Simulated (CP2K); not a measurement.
Runs of CP2K 2026.2 on BN. The typed cell holds 2 atoms: a = 2.508 Å, b = 2.508 Å, c = 3.274 Å, α = 101.11°, β = 101.11°, γ = 119.81°. The cell comes from a database or a generator and needn't be the stable form of this composition.

| task | level | potentials or basis | cell | smearing | EPS_DEFAULT | NGRIDS | points a segment of the path (NPOINTS) | bands added on the path | CUTOFF of the grids | gap on the mesh (eV) | pressure (GPa) | largest force (eV/Å) |
| --- | --- | --- | --- | --- | --- | --- | --- | --- | --- | --- | --- | --- |
| band structure | r2SCAN | POTENTIAL_UZH N GTH-SCAN-q5, B GTH-SCAN-q3; TZVP-MOLOPT-SCAN-GTH basis | as given | fermi-dirac 0.0259 eV | 1.0E-9 | 4 | 6 | 4 | 675 Ry | 3.32 | (c) | 2.74 |
| band structure | PBEsol | POTENTIAL_UZH N GTH-PBE-q5, B GTH-PBE-q3; TZVP-MOLOPT-PBE-GTH basis | as given | fermi-dirac 0.0259 eV | 1.0E-10 | 5 | 8 | 2 | 450 Ry | (a) | 3.8 | 2.78 |
| single point | PBE | POTENTIAL_UZH N GTH-PBE-q5, B GTH-PBE-q3; TZVP-MOLOPT-PBE-GTH basis | atoms moved at random, drawn with an rms of 0.05 Å | fermi-dirac 0.05 eV | 1.0E-10 | 4 | - | - | 450 Ry | 2.94 | 5.9 | 3.32 |
| band structure | TB-mBJ | POTENTIAL_UZH N GTH-PBE-q5, B GTH-PBE-q3; TZVP-MOLOPT-PBE-GTH basis | as given | fermi-dirac 0.0259 eV | 1.0E-9 | 4 | 10 | 6 | 675 Ry | 3.34 | - | - |
| band structure | PBE | POTENTIAL_UZH N GTH-PBE-q5, B GTH-PBE-q3; TZVP-MOLOPT-PBE-GTH basis | as given | fermi-dirac 0.1 eV | 1.0E-9 | 5 | 6 | 4 | 450 Ry | 2.84 | 5.2 | 2.74 |
| band structure | LDA | GTH_POTENTIALS N GTH-PADE-q5, B GTH-PADE-q3; TZVP-MOLOPT-PBE-GTH basis | as given | fermi-dirac 0.05 eV | 1.0E-9 | 5 | 10 | 6 | 450 Ry | (b) | -4.1 | 2.69 |
| single point | PBE | POTENTIAL_UZH N GTH-PBE-q5, B GTH-PBE-q3; TZVP-MOLOPT-PBE-GTH basis | as given | fermi-dirac 0.05 eV | 1.0E-10 | 5 | - | - | 450 Ry | 2.84 | 5.2 | 2.74 |

Alike in all rows: no spin polarisation; k mesh 13 × 13 × 9.

Estimate the missing entries.

(a) 2.69; (b) 2.64; (c) 0.3.

Caveats: the basis of atomic orbitals isn't converged, which shifts pressures, moduli and gaps; forces of over 1 eV/Å show positions far from the minimum, so gaps and moduli don't describe the material at rest (some runs); the potentials were made for another functional, which shifts forces and pressure (some runs); an odd mesh through Γ misses points on the zone boundary, where band edges often lie (some runs); this is a model potential without an energy functional, so only levels have meaning (some runs); the mesh misses the band edges, which the band path finds closer together (some runs).
